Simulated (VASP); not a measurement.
# CdTe (F-43m) in VASP: notebook

Runs on CdTe. Level: LDA. Tasks: single point.

All numbers are computed with VASP 6.6.1; they aren't measurements. Logs are shortened: lines on timing, memory, paths and dates and some standing lists are left out, and cuts for length are marked.

**What was measured.**

From a printed reference work, data compilation, for a bulk crystal of CdTe at 0 K: band gap 1.607 eV.

The results are compared with them further down.

## 1. The cell of the first run

The structure is cubic, space group F-43m (No. 216). Conventional cell: a = 6.410 Å, b = 6.410 Å, c = 6.410 Å, α = 90.00°, β = 90.00°, γ = 90.00°. Cd (site symmetry -43m) has 4 Te at 2.78 Å within 3.7 Å. Te (site symmetry -43m) has 4 Cd at 2.78 Å within 3.7 Å.

## 2. Single point, LDA

File INCAR:

```
SYSTEM = CdTe
  ALGO = Normal
  EDIFF = 1E-6
  ENCUT = 500
  GGA = CA
  GGA_COMPAT = .FALSE.
  ISIF = 2
  ISMEAR = 0
  LASPH = .TRUE.
  LCHARG = .TRUE.
  LELF = .TRUE.
  LREAL = .FALSE.
  LVHAR = .TRUE.
  LWAVE = .FALSE.
  NBANDS = 16
  NELM = 120
  PREC = Accurate
  SIGMA = 0.1
```

File KPOINTS:

```
k-points
0
G
  6 6 6
  0 0 0
```

File POSCAR:

```
CdTe
1.0
    0.0000000000      3.2050000000      3.2050000000
    3.2050000000      0.0000000000      3.2050000000
    3.2050000000      3.2050000000      0.0000000000
Cd Te
1 1
Direct
    0.0000000000      0.0000000000      0.0000000000
    0.2500000000      0.2500000000      0.2500000000
```

Potentials or basis: VASP PAW LDA potentials, release 64 (Cd, Te).

On the command line:

```
$ cat potpaw_LDA.64/Cd/POTCAR potpaw_LDA.64/Te/POTCAR > POTCAR
$ mpirun -np 1 vasp_std > vasp.out
```

OUTCAR:

```text
SYSTEM = CdTe
   EDIFF = 1E-6
   ENCUT = 500
   GGA = CA
   ISIF = 2
   ISMEAR = 0
   LASPH = .TRUE.
   LREAL = .FALSE.
   NELM = 120
   PREC = Accurate

 ion  position               nearest neighbor table
   1  0.000  0.000  0.000-   2 2.78   2 2.78   2 2.78   2 2.78
   2  0.250  0.250  0.250-   1 2.78   1 2.78   1 2.78   1 2.78

  LATTYP: Found a face centered cubic cell.
 ALAT       =     6.4100000000

  Lattice vectors:

 A1 = (   0.0000000000,   3.2050000000,   3.2050000000)
 A2 = (   3.2050000000,   0.0000000000,   3.2050000000)
 A3 = (   3.2050000000,   3.2050000000,   0.0000000000)

Analysis of symmetry for initial positions (statically):
=====================================================================
 Subroutine PRICEL returns:
 Original cell was already a primitive cell.

 Routine SETGRP: Setting up the symmetry group for a
 face centered cubic supercell.

 Subroutine GETGRP returns: Found 24 space group operations
 (whereof 24 operations were pure point group operations)
 out of a pool of 48 trial point group operations.

The static configuration has the point symmetry T_d .

Analysis of symmetry for dynamics (positions and initial velocities):
=====================================================================
 Subroutine PRICEL returns:
 Original cell was already a primitive cell.

 Routine SETGRP: Setting up the symmetry group for a
 face centered cubic supercell.

 Subroutine GETGRP returns: Found 24 space group operations
 (whereof 24 operations were pure point group operations)
 out of a pool of 48 trial point group operations.

The dynamic configuration has the point symmetry T_d .

 Subroutine INISYM returns: Found 24 space group operations
 (whereof 24 operations are pure point group operations),
 and found     1 'primitive' translations

----------------------------------------------------------------------------------------

                                     Primitive cell

  volume of cell :      65.8437

  direct lattice vectors                    reciprocal lattice vectors
     0.000000000  3.205000000  3.205000000    -0.156006240  0.156006240  0.156006240
     3.205000000  0.000000000  3.205000000     0.156006240 -0.156006240  0.156006240
     3.205000000  3.205000000  0.000000000     0.156006240  0.156006240 -0.156006240

  length of vectors
     4.532554467  4.532554467  4.532554467     0.270210734  0.270210734  0.270210734

[... 70 lines left out ...]
   NELM   =    120;   NELMIN=  2; NELMDL= -5     # of ELM steps
   EDIFF  = 0.1E-05   stopping-criterion for ELM
   LREAL  =      F    real-space projection
   EDIFFG = 0.1E-04   stopping-criterion for IOM
   NSW    =      0    number of steps for IOM
   IBRION =     -1    ionic relax: 0-MD 1-quasi-New 2-CG
   NFREE  =      0    steps in history (QN), initial steepest desc. (CG)
   ISIF   =      2    stress and relaxation
   ISYM   =      2    0-nonsym 1-usesym 2-fastsym
   POTIM  = 0.5000    time-step for ionic-motion
   TEBEG  =    0.0;   TEEND  =   0.0 temperature during run
   PSTRESS=    0.0 pullay stress
   NELECT =      18.0000    total number of electrons
   NUPDOWN=      -1.0000    fix difference up-down
   EMIN   =  10.00;   EMAX   =-10.00  energy-range for DOS
   EFERMI =   0.00;   METHOD = LEGACY
   ISMEAR =     0;   SIGMA  =   0.10  broadening in eV -4-tet -1-fermi 0-gaus
   EFERMI_NEDOS =   21; number of points for ismear=-14 and -15
   IALGO  =     38    algorithm
   IMIX   =      4    mixing-type and parameters
     AMIX     =   0.40;   BMIX     =  1.00
     AMIX_MAG =   1.60;   BMIX_MAG =  1.00
  volume/ion in A,a.u.               =      32.92       222.17
  Fermi-wavevector in a.u.,A,eV,Ry     =   1.062497  2.007828 15.359610  1.128899
  Thomas-Fermi vector in A             =   2.197950
   LORBIT       =      0    0 simple, 1 ext, 2 COOP (PROOUT), +10 PAW based schemes
   GGA     = CA    functional components
   LHFCALC =     F    Hartree Fock is set to
   AEXX    =    0.0000 exact exchange contribution
   IVDW    =     0    specifies the selected vdW correction
   LEPSILON=     F    determine dielectric tensor
   LRPA    =     F    only Hartree local field effects (RPA)
 non-spin polarized calculation
 Gauss-broadening in eV      SIGMA  =   0.10
  energy-cutoff  :      500.00
  volume of cell :       65.84
 maximum number of plane-waves:      1687
 NGX is ok and might be reduce to    36
   NGX = 17   NGY = 17   NGZ = 17

 number of electron      17.9999995 magnetization

 Free energy of the ion-electron system (eV)
  ---------------------------------------------------
  ext. energy  EPLUGINS =         0.00000000
  ---------------------------------------------------
  free energy    TOTEN  =        -6.04425111 eV

  energy without entropy =       -6.04425109  energy(sigma->0) =       -6.04425110

 E-fermi :   2.8034     XC(G=0):  -9.0888

 val. band max:        2.4698486218   @ k =   0.0000   0.0000   0.0000
 cond. band min:       3.1207112633   @ k =   0.0000   0.0000   0.0000
 fundamental gap:      0.6508626415
 Fermi energy:         2.8033523872

 k-point     1 :       0.0000    0.0000    0.0000
  band No.  band energies     occupation
      1      -8.9651      2.00000
      2      -5.9465      2.00000
      3      -5.9465      2.00000
      4      -5.9465      2.00000
      5      -5.6574      2.00000
      6      -5.6574      2.00000
[... 281 lines left out ...]
      3      -5.7993      2.00000
      4      -5.7122      2.00000
      5      -5.6443      2.00000
      6      -5.0645      2.00000
[... 8 lines left out ...]
     15      13.5701      0.00000
     16      13.8135      0.00000

------------------------ aborting loop because EDIFF is reached ----------------------------------------

  FORCE on cell =-STRESS in cart. coord.  units (eV):
  Direction    XX          YY          ZZ          XY          YZ          ZX
  --------------------------------------------------------------------------------------
  -------------------------------------------------------------------------------------
  Total        0.1062810      0.1062810      0.1062810     -0.0000000      0.0000000     -0.0000000
  in kB        2.5861414      2.5861414      2.5861414     -0.0000000      0.0000000     -0.0000000
  external PRESSURE =       2.5861414 kB  Pullay stress =       0.0000000 kB

 VOLUME and BASIS-vectors are now :
 -----------------------------------------------------------------------------
  energy-cutoff  :      500.00
  volume of cell :       65.84
      direct lattice vectors                 reciprocal lattice vectors
     0.000000000  3.205000000  3.205000000    -0.156006240  0.156006240  0.156006240
     3.205000000  0.000000000  3.205000000     0.156006240 -0.156006240  0.156006240
     3.205000000  3.205000000  0.000000000     0.156006240  0.156006240 -0.156006240

 POSITION                                       TOTAL-FORCE (eV/Angst)
 -----------------------------------------------------------------------------------
      0.00000      0.00000      0.00000         0.000000      0.000000      0.000000
      1.60250      1.60250      1.60250        -0.000000     -0.000000     -0.000000
 -----------------------------------------------------------------------------------
    total drift:                                0.000000      0.000000      0.000000

  FREE ENERGIE OF THE ION-ELECTRON SYSTEM (eV)
  ---------------------------------------------------
  free  energy   TOTEN  =        -6.0442511145 eV

  energy  without entropy=       -6.0442510919  energy(sigma->0) =       -6.04425110
```

stdout:

```text
POSCAR found type information on POSCAR CdTe
 POSCAR found :  2 types and       2 ions
 scaLAPACK will be used
 LDA part: xc-table for (Slater(with rela. corr.)+CA(PZ))
 , standard interpolation
 POSCAR, INCAR and KPOINTS ok, starting setup
 FFT: planning ... GRIDC
 FFT: planning ... GRID_SOFT
 FFT: planning ... GRID
 WAVECAR not read
 entering main loop
```

It took 30 s on 1 thread of AMD EPYC 7R13, shared host; peak memory 0.15 GiB.

Results:

```yaml
Free_energy: -6.0443 eV
Pressure: 0.3 GPa
Band_gap_on_the_k_mesh: 0.65 eV
```

Levels at points of the mesh, in eV from the valence-band top:
```
           k point  band 6  band 7  band 8  band 9  band 10  band 11  band 12  band 13
(0.00, 0.00, 0.00)   -8.13    0.00    0.00    0.00     0.65     4.47     4.47     4.47
(0.50, 0.00, 0.00)   -7.75   -4.69   -0.84   -0.84     1.69     5.08     5.08     6.88
(0.50, 0.50, 0.00)   -7.61   -4.54   -2.01   -2.01     2.37     2.54     8.82     9.15
```

Caveat: spin-orbit coupling is left out, which moves the levels of the heavy elements.

## 3. Single point, LDA

This run uses another cell than the first one, of 31.63 Å³/atom.

File INCAR:

```
PREC = Accurate ; ENCUT = 500
EDIFF = 1E-6 ; ISMEAR = 0
SIGMA = 0.02 ; LREAL = False
LASPH = True ; NELM = 120
ALGO = Normal ; ISIF = 2
LWAVE = False ; LCHARG = False
NBANDS = 16 ; GGA_COMPAT = False
```

File KPOINTS:

```
Automatic mesh
0
Gamma
  8 8 8
```

File POSCAR:

```
CdTe
1.0
    0.0000000000      3.1626696605      3.1626696605
    3.1626696605      0.0000000000      3.1626696605
    3.1626696605      3.1626696605      0.0000000000
Cd Te
1 1
Direct
    0.0000000000      0.0000000000      0.0000000000
    0.2500000000      0.2500000000      0.2500000000
```

Potentials or basis: VASP PAW LDA potentials, release 64 (Cd, Te).

On the command line:

```
$ cat potpaw_LDA.64/Cd/POTCAR potpaw_LDA.64/Te/POTCAR > POTCAR
$ mpirun -np 1 vasp_std > vasp.out
```

Run time: 47 s. Hardware: 1 thread of AMD EPYC 7R13, shared host; peak memory 0.15 GiB.

It converged, with:

| Quantity | Value |
| --- | --- |
| Free energy | -6.0309 eV |
| Pressure | 2.3 GPa |
| Band gap on the k mesh | 0.78 eV |

Levels at points of the mesh, in eV from the valence-band top:
```tsv
k point	band 6	band 7	band 8	band 9	band 10	band 11	band 12	band 13
(0.00, 0.00, 0.00)	-8.25	0.00	0.00	0.00	0.78	4.44	4.44	4.44
(0.50, 0.00, 0.00)	-7.85	-4.94	-0.90	-0.90	1.73	5.06	5.06	6.89
(0.50, 0.50, 0.00)	-7.68	-4.75	-2.16	-2.16	2.28	2.52	9.06	9.36
```

Caveat: spin-orbit coupling is left out, which moves the levels of the heavy elements.

## 4. Single point, LDA

This run uses another cell than the first one, of 30.61 Å³/atom.

File INCAR:

```
SYSTEM = CdTe
ALGO = Normal ; EDIFF = 1E-6
ENCUT = 500 ; GGA_COMPAT = .FALSE.
ISIF = 2 ; ISMEAR = 0
LASPH = .TRUE. ; LCHARG = .TRUE.
LELF = .TRUE. ; LREAL = .FALSE.
LVHAR = .TRUE. ; LWAVE = .FALSE.
NBANDS = 16 ; NELM = 120
PREC = Accurate ; SIGMA = 0.02
```

File KPOINTS:

```
k-points
0
G
  10 10 10
  0 0 0
```

File POSCAR:

```
CdTe
1.0
    0.0000000000      3.1280784522      3.1280784522
    3.1280784522      0.0000000000      3.1280784522
    3.1280784522      3.1280784522      0.0000000000
Cd Te
1 1
Direct
    0.0000000000      0.0000000000      0.0000000000
    0.2500000000      0.2500000000      0.2500000000
```

On the command line:

```
$ cat potpaw_LDA.64/Cd/POTCAR potpaw_LDA.64/Te/POTCAR > POTCAR
$ mpirun -np 1 vasp_std > vasp.out
```

It took 64 s on 1 thread of AMD EPYC 7R13, shared host; peak memory 0.15 GiB.

The run converged. Its results:

- Free energy: -5.9896 eV
- Pressure: 4.3 GPa
- Band gap on the k mesh: 0.88 eV

Levels at points of the mesh, in eV from the valence-band top:
```
           k point  band 6  band 7  band 8  band 9  band 10  band 11  band 12  band 13
(0.00, 0.00, 0.00)   -8.37    0.00    0.00    0.00     0.88     4.41     4.41     4.41
(0.50, 0.00, 0.00)   -7.94   -5.15   -0.96   -0.96     1.76     5.04     5.04     6.88
(0.50, 0.50, 0.00)   -7.76   -4.92   -2.29   -2.29     2.20     2.49     9.26     9.53
```

Caveat: the cell stands under pressure; spin-orbit coupling is left out, which moves the levels of the heavy elements.

## 5. Single point, LDA

This run uses another cell than the first one, of 31.10 Å³/atom.

File INCAR:

```
SYSTEM = CdTe
PREC = Accurate
ENCUT = 500
EDIFF = 1E-6
ISMEAR = 0
SIGMA = 0.02
LREAL = .FALSE.
LASPH = .TRUE.
NELM = 120
ALGO = Normal
ISIF = 2
LWAVE = .FALSE.
LCHARG = .FALSE.
NBANDS = 16
GGA_COMPAT = .FALSE.
```

File KPOINTS:

```
Automatic mesh
0
G
  10 10 10
  0 0 0
```

File POSCAR:

```
CdTe
1.0
    0.0000000000      3.1448814600      3.1448814600
    3.1448814600      0.0000000000      3.1448814600
    3.1448814600      3.1448814600      0.0000000000
Cd Te
1 1
Direct
    0.0000000000      0.0000000000      0.0000000000
    0.2500000000      0.2500000000      0.2500000000
```

Potentials or basis: VASP PAW LDA potentials, release 64 (Cd, Te).

On the command line:

```
$ cat potpaw_LDA.64/Cd/POTCAR potpaw_LDA.64/Te/POTCAR > POTCAR
$ mpirun -np 1 vasp_std > vasp.out
```

OUTCAR:

```text
SYSTEM = CdTe
   PREC = Accurate
   ENCUT = 500
   EDIFF = 1E-6
   ISMEAR = 0
   LREAL = .FALSE.
   LASPH = .TRUE.
   NELM = 120
   ISIF = 2

 ion  position               nearest neighbor table
   1  0.000  0.000  0.000-   2 2.72   2 2.72   2 2.72   2 2.72
   2  0.250  0.250  0.250-   1 2.72   1 2.72   1 2.72   1 2.72

  LATTYP: Found a face centered cubic cell.
 ALAT       =     6.2897629200

  Lattice vectors:

 A1 = (   0.0000000000,   3.1448814600,   3.1448814600)
 A2 = (   3.1448814600,   0.0000000000,   3.1448814600)
 A3 = (   3.1448814600,   3.1448814600,   0.0000000000)

[... 625 lines left out ...]
      6      -4.9989      2.00000
[... 8 lines left out ...]
     15      13.6883      0.00000
     16      14.9063      0.00000

 [... further k-points ...]
[... 5 lines left out ...]
  --------------------------------------------------------------------------------------
  -------------------------------------------------------------------------------------
  Total        1.2844505      1.2844505      1.2844505     -0.0000000      0.0000000      0.0000000
  in kB       33.0814941     33.0814941     33.0814941     -0.0000000      0.0000000      0.0000000
  external PRESSURE =      33.0814941 kB  Pullay stress =       0.0000000 kB

 VOLUME and BASIS-vectors are now :
 -----------------------------------------------------------------------------
  energy-cutoff  :      500.00
  volume of cell :       62.21
      direct lattice vectors                 reciprocal lattice vectors
     0.000000000  3.144881460  3.144881460    -0.158988504  0.158988504  0.158988504
     3.144881460  0.000000000  3.144881460     0.158988504 -0.158988504  0.158988504
     3.144881460  3.144881460  0.000000000     0.158988504  0.158988504 -0.158988504

 POSITION                                       TOTAL-FORCE (eV/Angst)
 -----------------------------------------------------------------------------------
      0.00000      0.00000      0.00000        -0.000000     -0.000000     -0.000000
      1.57244      1.57244      1.57244         0.000000      0.000000      0.000000
 -----------------------------------------------------------------------------------
    total drift:                               -0.000000     -0.000000     -0.000000

  FREE ENERGIE OF THE ION-ELECTRON SYSTEM (eV)
  ---------------------------------------------------
  free  energy   TOTEN  =        -6.0132886437 eV

  energy  without entropy=       -6.0132886437  energy(sigma->0) =       -6.01328864
```

It took 56 s on 1 thread of AMD EPYC 7R13, shared host; peak memory 0.15 GiB.

What came out:

- Free energy: -6.0133 eV
- Pressure: 3.3 GPa
- Band gap on the k mesh: 0.83 eV

Caveat: the cell stands under pressure; spin-orbit coupling is left out, which moves the levels of the heavy elements.

## 6. Overview

| cell | k mesh | smearing | gap on the mesh (eV) | pressure (GPa) |
| --- | --- | --- | --- | --- |
| a = 4.533 Å, angles 60.0°, 2 atoms | 6 × 6 × 6 | gaussian 0.1 eV | 0.65 | 0.3 |
| a = 4.473 Å, angles 60.0°, 2 atoms | 8 × 8 × 8 | gaussian 0.02 eV | 0.78 | 2.3 |
| a = 4.424 Å, angles 60.0°, 2 atoms | 10 × 10 × 10 | gaussian 0.02 eV | 0.88 | 4.3 |
| a = 4.448 Å, angles 60.0°, 2 atoms | 10 × 10 × 10 | gaussian 0.02 eV | 0.83 | 3.3 |

Alike in all rows: task single point; level LDA; potentials or basis VASP PAW LDA potentials, release 64 (Cd, Te); no spin polarisation; cutoff (eV) 500.

Caveats: spin-orbit coupling is left out, which moves the levels of the heavy elements; the cell stands under pressure (at least some runs).

Total energies depend on the potentials used, so only differences within one code and one set of settings carry meaning.

## 7. Comparison with measurements

Step 2. Against the measured gap of CdTe, 1.607 eV (0 K; a printed reference work, data compilation), the calculated 0.65 eV is off by -0.96 eV. Spin-orbit coupling on Cd, Te is left out. The value is that of LDA, without temperature or zero-point motion. Semilocal functionals fall short of measured gaps as a rule.
